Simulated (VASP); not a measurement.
# AgCl (Fm-3m) in VASP: notebook, part 2 of 2

VASP 6.6.1. Earlier steps stand in the parts before.

## (4) Single point, PBE+D3(BJ)

This run uses another cell than the first one, of 20.94 Å³/atom, 0.948 times its volume.

File INCAR:

```
PREC = Accurate ; ENCUT = 520
EDIFF = 1E-7 ; ISMEAR = 0
SIGMA = 0.02 ; LREAL = F
LASPH = T ; NELM = 100
ALGO = Fast ; ISIF = 2
LWAVE = F ; LCHARG = T
GGA = PE ; IVDW = 12
LELF = T ; LVHAR = T
NBANDS = 16
```

File KPOINTS:

```
Automatic mesh
0
Gamma
  8 8 8
```

File POSCAR:

```
AgCl
1.0
    0.0000000000      2.7560759917      2.7560759917
    2.7560759917      0.0000000000      2.7560759917
    2.7560759917      2.7560759917      0.0000000000
Ag Cl
1 1
Direct
    0.0000000000      0.0000000000      0.0000000000
    0.5000000000      0.5000000000      0.5000000000
```

Potentials or basis: VASP PAW PBE potentials, release 64 (Ag, Cl).

Launch:

```console
> cat potpaw_PBE.64/Ag/POTCAR potpaw_PBE.64/Cl/POTCAR > POTCAR
> mpirun -np 1 vasp_std > vasp.out
```

OUTCAR:

```text
PREC = Accurate
   ENCUT = 520
   EDIFF = 1E-7
   ISMEAR = 0
   LREAL = F
   LASPH = T
   NELM = 100
   ISIF = 2
   GGA = PE
   IVDW = 12
 IVDW          = 12

 ion  position               nearest neighbor table
   1  0.000  0.000  0.000-   2 2.76   2 2.76   2 2.76   2 2.76   2 2.76   2 2.76
   2  0.500  0.500  0.500-   1 2.76   1 2.76   1 2.76   1 2.76   1 2.76   1 2.76

  LATTYP: Found a face centered cubic cell.
 ALAT       =     5.5121519834

  Lattice vectors:

 A1 = (   0.0000000000,   2.7560759917,   2.7560759917)
 A2 = (   2.7560759917,   0.0000000000,   2.7560759917)
 A3 = (   2.7560759917,   2.7560759917,   0.0000000000)

Analysis of symmetry for initial positions (statically):
=====================================================================
 Subroutine PRICEL returns:
 Original cell was already a primitive cell.

 Routine SETGRP: Setting up the symmetry group for a
 face centered cubic supercell.

 Subroutine GETGRP returns: Found 48 space group operations
 (whereof 48 operations were pure point group operations)
 out of a pool of 48 trial point group operations.

The static configuration has the point symmetry O_h .

Analysis of symmetry for dynamics (positions and initial velocities):
=====================================================================
 Subroutine PRICEL returns:
 Original cell was already a primitive cell.

 Routine SETGRP: Setting up the symmetry group for a
 face centered cubic supercell.

 Subroutine GETGRP returns: Found 48 space group operations
 (whereof 48 operations were pure point group operations)
 out of a pool of 48 trial point group operations.

The dynamic configuration has the point symmetry O_h .

 Subroutine INISYM returns: Found 48 space group operations
 (whereof 48 operations are pure point group operations),
 and found     1 'primitive' translations

[... 112 lines left out ...]
   IMIX   =      4    mixing-type and parameters
     AMIX     =   0.40;   BMIX     =  1.00
     AMIX_MAG =   1.60;   BMIX_MAG =  1.00
  volume/ion in A,a.u.               =      20.94       141.28
  Fermi-wavevector in a.u.,A,eV,Ry     =   1.235562  2.334873 20.770831  1.526613
  Thomas-Fermi vector in A             =   2.370206
   LORBIT       =      0    0 simple, 1 ext, 2 COOP (PROOUT), +10 PAW based schemes
   GGA     = PE    functional components
   LHFCALC =     F    Hartree Fock is set to
   AEXX    =    0.0000 exact exchange contribution
   IVDW    =    12    specifies the selected vdW correction
   LEPSILON=     F    determine dielectric tensor
   LRPA    =     F    only Hartree local field effects (RPA)
 non-spin polarized calculation
 RMM-DIIS sequential band-by-band and
 Gauss-broadening in eV      SIGMA  =   0.02
  energy-cutoff  :      520.00
  volume of cell :       41.87
 maximum number of plane-waves:      1158
 NGX is ok and might be reduce to    30
   NGX = 15   NGY = 15   NGZ = 15

 number of electron      18.0000005 magnetization

 Free energy of the ion-electron system (eV)
  ---------------------------------------------------
  ext. energy  EPLUGINS =         0.00000000
  ---------------------------------------------------
  free energy    TOTEN  =        -5.38448027 eV

  energy without entropy =       -5.38448027  energy(sigma->0) =       -5.38448027

 E-fermi :   4.1958     XC(G=0): -10.0628

 val. band max:        4.0548955341   @ k =   0.5000   0.0000   0.0000
 cond. band min:       4.9600160283   @ k =   0.0000   0.0000   0.0000
 fundamental gap:      0.9051204942
 Fermi energy:         4.1958294293

 k-point     1 :       0.0000    0.0000    0.0000
  band No.  band energies     occupation
      1     -11.2197      2.00000
      2       1.5398      2.00000
      3       1.5398      2.00000
      4       1.5398      2.00000
      5       1.5818      2.00000
      6       1.5818      2.00000
[... 433 lines left out ...]
      3      -0.1561      2.00000
      4      -0.1071      2.00000
      5       1.8558      2.00000
      6       1.9255      2.00000
[... 8 lines left out ...]
     15      17.6086      0.00000
     16      19.0702      0.00000

 [... further k-points ...]

------------------------ aborting loop because EDIFF is reached ----------------------------------------

 Edisp (eV)   -0.67545

 E8    (eV) :    -0.2711

  FORCE on cell =-STRESS in cart. coord.  units (eV):
  Direction    XX          YY          ZZ          XY          YZ          ZX
  --------------------------------------------------------------------------------------
  -------------------------------------------------------------------------------------
  Total      -0.04991    -0.04991    -0.04991    -0.00000     0.00000    -0.00000
  in kB      -1.91000    -1.91000    -1.91000    -0.00000     0.00000    -0.00000
  external pressure =       -1.91 kB  Pullay stress =        0.00 kB

 VOLUME and BASIS-vectors are now :
 -----------------------------------------------------------------------------
  energy-cutoff  :      520.00
  volume of cell :       41.87
      direct lattice vectors                 reciprocal lattice vectors
     0.000000000  2.756075992  2.756075992    -0.181417349  0.181417349  0.181417349
     2.756075992  0.000000000  2.756075992     0.181417349 -0.181417349  0.181417349
     2.756075992  2.756075992  0.000000000     0.181417349  0.181417349 -0.181417349

 POSITION                                       TOTAL-FORCE (eV/Angst)
 -----------------------------------------------------------------------------------
      0.00000      0.00000      0.00000        -0.000000     -0.000000     -0.000000
      2.75608      2.75608      2.75608         0.000000      0.000000      0.000000
 -----------------------------------------------------------------------------------
    total drift:                               -0.000000      0.000000      0.000000

  FREE ENERGIE OF THE ION-ELECTRON SYSTEM (eV)
  ---------------------------------------------------
  free  energy   TOTEN  =        -6.0599289335 eV

  energy  without entropy=       -6.0599289335  energy(sigma->0) =       -6.05992893
```

OSZICAR:

```text
N       E                     dE             d eps       ncg     rms          rms(c)
DAV:   1     0.100228721294E+03    0.10023E+03   -0.85732E+03   944   0.101E+03
DAV:   2    -0.190591305687E+01   -0.10213E+03   -0.94323E+02  1176   0.224E+02
DAV:   3    -0.553887414720E+01   -0.36330E+01   -0.36255E+01  1136   0.439E+01
DAV:   4    -0.556415364217E+01   -0.25279E-01   -0.25278E-01  1192   0.397E+00
DAV:   5    -0.556450193304E+01   -0.34829E-03   -0.34829E-03  1160   0.456E-01    0.649E+00
RMM:   6    -0.539211413740E+01    0.17239E+00   -0.26291E-01   947   0.289E+00    0.443E+00
RMM:   7    -0.538458986082E+01    0.75243E-02   -0.44855E-02   984   0.122E+00    0.185E+00
RMM:   8    -0.538432593291E+01    0.26393E-03   -0.34277E-03  1044   0.460E-01    0.388E-01
RMM:   9    -0.538443061960E+01   -0.10469E-03   -0.79739E-04  1076   0.237E-01    0.619E-02
RMM:  10    -0.538447558662E+01   -0.44967E-04   -0.19882E-04  1066   0.103E-01    0.446E-02
RMM:  11    -0.538447901369E+01   -0.34271E-05   -0.55123E-05  1034   0.610E-02    0.436E-03
RMM:  12    -0.538448015560E+01   -0.11419E-05   -0.87130E-06  1081   0.214E-02    0.583E-03
RMM:  13    -0.538448027817E+01   -0.12258E-06   -0.96364E-07  1011   0.718E-03    0.484E-03
RMM:  14    -0.538448027008E+01    0.80950E-08   -0.46701E-07   918   0.479E-03
   1 F= -.60599289E+01 E0= -.60599289E+01  d E =-.479682E-25
```

Wall time 18 s (1 thread of Intel Xeon Platinum 8375C at 2.90GHz (Ice Lake), shared host); peak memory 0.18 GiB.

Results:

| Quantity | Value |
| --- | --- |
| Free energy | -6.0599 eV |
| Pressure | -0.2 GPa |
| Band gap on the k mesh | 0.91 eV, indirect (least direct gap 3.24 eV) |
| Dispersion energy per atom | -0.338 eV |

Levels at points of the mesh, in eV from the valence-band top:
```csv
k point,band 7,band 8,band 9,band 10,band 11,band 12
"(0.00, 0.00, 0.00)",-2.40,-2.40,-2.40,0.91,10.85,10.85
"(0.50, 0.00, 0.00)",-1.81,0.00,0.00,4.19,6.64,7.64
"(0.50, 0.50, 0.00)",-2.01,-2.01,-1.91,2.35,8.00,8.69
```

## (5) The runs side by side

| task | cell | cutoff (eV) | gap on the mesh (eV) | pressure (GPa) |
| --- | --- | --- | --- | --- |
| single point | relaxed again under DFT PBE+D3(BJ), scalar-relativistic, plane waves, PAW | 520 | 0.91 | -0.2 |
| relaxation of cell and atoms | relaxed | 600 | 0.91 | 0.0 |
| single point | Fm-3m, 20.94 Å³/atom | 520 | 0.91 | -0.2 |

Alike in all rows: level PBE+D3(BJ); potentials or basis VASP PAW PBE potentials, release 64 (Ag, Cl); no spin polarisation; k mesh 8 × 8 × 8; smearing gaussian 0.02 eV.

Total energies depend on the potentials used, so only differences within one code and one set of settings carry meaning.

## (6) Comparison with measurements

Step 4. A measured gap of AgCl is 3.249 eV (indirect; a printed reference work, data compilation); the calculated 0.91 eV misses it by -2.34 eV. So large a miss can be the level of theory's own, or it may mean another phase, state or a wrong row. Spin-orbit coupling on Ag is left out. The value is that of PBE+D3(BJ) on a finite k mesh, which can miss the band edges, without temperature or zero-point motion. Semilocal functionals fall short of measured gaps as a rule.
